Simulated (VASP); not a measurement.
These are vdW-DF-cx, VASP's PBE PAW potentials (set 64) (plane waves; VASP) values and carry that method's errors.

The input files of a VASP run:

INCAR:
```
# general
SYSTEM  =CsCl
PREC    =Accurate
ENCUT   =520
LREAL   =.FALSE.   # projection in real space or not
LASPH   =.TRUE.   # aspherical one-centre terms

# electronic loop
EDIFF   =1E-7   # SCF stop (eV)
NELM    =100
ALGO    =Normal   # blocked Davidson
LMAXMIX =4

# smearing
ISMEAR  =-5   # tetrahedra, Bloechl

# functional
GGA     =CX
LUSE_VDW=.TRUE.
AGGAC   =0.0

# ions
ISIF    =2

# output
LWAVE   =.FALSE.
LCHARG  =.TRUE.
LORBIT  =11   # lm-projected
NEDOS   =601
```

POSCAR:
```
CsCl
1
    4.0841284110     0.0000000000     0.0000000000
    0.0000000000     4.0841284110     0.0000000000
    0.0000000000     0.0000000000     4.0841284110
Cs Cl
1 1
Direct
  0.0000000000   0.0000000000   0.0000000000
  0.5000000000   0.5000000000   0.5000000000
```

File KPOINTS:
```
Automatic mesh
0
Gamma
7 7 7
0 0 0
```

POTCAR, in this order: Cs_sv Cl (PBE.64 set). Program: vasp_std.

The resulting files:

**OUTCAR**
```
 ion  position               nearest neighbor table
   1  0.000  0.000  0.000-
   2  0.500  0.500  0.500-
  LATTYP: Found a simple cubic cell.
 ALAT       =     4.0841284110
 Subroutine PRICEL returns:
 Original cell was already a primitive cell.
 Subroutine GETGRP returns: Found 48 space group operations
The static configuration has the point symmetry O_h .
The dynamic configuration has the point symmetry O_h .
 Subroutine INISYM returns: Found 48 space group operations
 Subroutine IBZKPT returns following result:
 Found     20 irreducible k-points:

 Following reciprocal coordinates:
            Coordinates               Weight
  0.000000  0.000000  0.000000      1.000000
  0.142857  0.000000  0.000000      6.000000
  0.285714  0.000000  0.000000      6.000000
  0.428571  0.000000  0.000000      6.000000
  0.142857  0.142857  0.000000     12.000000
  0.285714  0.142857  0.000000     24.000000
  0.428571  0.142857  0.000000     24.000000
  0.285714  0.285714  0.000000     12.000000
  0.428571  0.285714  0.000000     24.000000
  0.428571  0.428571  0.000000     12.000000
  0.142857  0.142857  0.142857      8.000000
  0.285714  0.142857  0.142857     24.000000
  0.428571  0.142857  0.142857     24.000000
  0.285714  0.285714  0.142857     24.000000
  0.428571  0.285714  0.142857     48.000000
  0.428571  0.428571  0.142857     24.000000
  0.285714  0.285714  0.285714      8.000000
  0.428571  0.285714  0.285714     24.000000
  0.428571  0.428571  0.285714     24.000000
  0.428571  0.428571  0.428571      8.000000
   k-points           NKPTS =     20   k-points in BZ     NKDIM =     20   number of bands    NBANDS=     12
   number of dos      NEDOS =    601   number of ions     NIONS =      2
   total plane-waves  NPLWV =  27000
   dimension x,y,z NGX =    30 NGY =   30 NGZ =   30
...
```

### OSZICAR
```
       N       E                     dE             d eps       ncg     rms          rms(c)
DAV:   1     0.102849342428E+03    0.10285E+03   -0.70337E+03   480   0.116E+03
DAV:   2     0.434982071697E+01   -0.98500E+02   -0.92623E+02   756   0.190E+02
DAV:   3    -0.247650081543E+01   -0.68263E+01   -0.67990E+01   608   0.571E+01
DAV:   4    -0.254951553030E+01   -0.73015E-01   -0.72988E-01   548   0.722E+00
DAV:   5    -0.255057130523E+01   -0.10558E-02   -0.10556E-02   624   0.872E-01    0.220E+00
DAV:   6    -0.222688745238E+01    0.32368E+00   -0.56176E-01   552   0.440E+00    0.165E+00
DAV:   7    -0.219014611662E+01    0.36741E-01   -0.18908E-01   660   0.252E+00    0.956E-01
DAV:   8    -0.219318625587E+01   -0.30401E-02   -0.16841E-02   556   0.102E+00    0.138E-01
DAV:   9    -0.219412828788E+01   -0.94203E-03   -0.33885E-03   608   0.404E-01    0.109E-01
DAV:  10    -0.219439384677E+01   -0.26556E-03   -0.37453E-04   548   0.169E-01    0.178E-02
DAV:  11    -0.219442253453E+01   -0.28688E-04   -0.53918E-05   620   0.547E-02    0.687E-03
DAV:  12    -0.219442547728E+01   -0.29427E-05   -0.15964E-05   560   0.276E-02    0.375E-03
DAV:  13    -0.219442525563E+01    0.22165E-06   -0.59303E-07   604   0.573E-03    0.134E-03
DAV:  14    -0.219442524713E+01    0.85056E-08   -0.43038E-07   592   0.386E-03
   1 F= -.21944252E+01 E0= -.21944252E+01  d E =0.000000E+00
```

OUTCAR:
```
------------------------ aborting loop because EDIFF is reached ----------------------------------------
  FORCE on cell =-STRESS in cart. coord.  units (eV):
  Direction    XX          YY          ZZ          XY          YZ          ZX
  --------------------------------------------------------------------------------------
  Total       -0.0161738     -0.0161738     -0.0161738      0.0000000     -0.0000000     -0.0000000
  in kB       -0.3803856     -0.3803856     -0.3803856      0.0000000     -0.0000000     -0.0000000
  external PRESSURE =      -0.3803856 kB  Pullay stress =       0.0000000 kB
  volume of cell :       68.12
      direct lattice vectors                 reciprocal lattice vectors
     4.084128411  0.000000000  0.000000000     0.244850284  0.000000000  0.000000000
     0.000000000  4.084128411  0.000000000     0.000000000  0.244850284  0.000000000
     0.000000000  0.000000000  4.084128411     0.000000000  0.000000000  0.244850284
 POSITION                                       TOTAL-FORCE (eV/Angst)
 -----------------------------------------------------------------------------------
      0.00000      0.00000      0.00000         0.000000      0.000000      0.000000
      2.04206      2.04206      2.04206         0.000000      0.000000      0.000000
 -----------------------------------------------------------------------------------
    total drift:                                0.000000      0.000000     -0.000000
  FREE ENERGIE OF THE ION-ELECTRON SYSTEM (eV)
  ---------------------------------------------------
  free  energy   TOTEN  =        -2.1944252471 eV

  energy  without entropy=       -2.1944252471  energy(sigma->0) =       -2.19442525

 total charge

# of ion       s       p       d       tot
------------------------------------------
    1        1.833   4.697   0.033   6.563
    2        1.592   3.538   0.000   5.130
--------------------------------------------------
tot          3.425   8.235   0.033  11.694
```
(Selected blocks of OUTCAR.)

The compound is CsCl in the CsCl type structure. It was relaxed first.
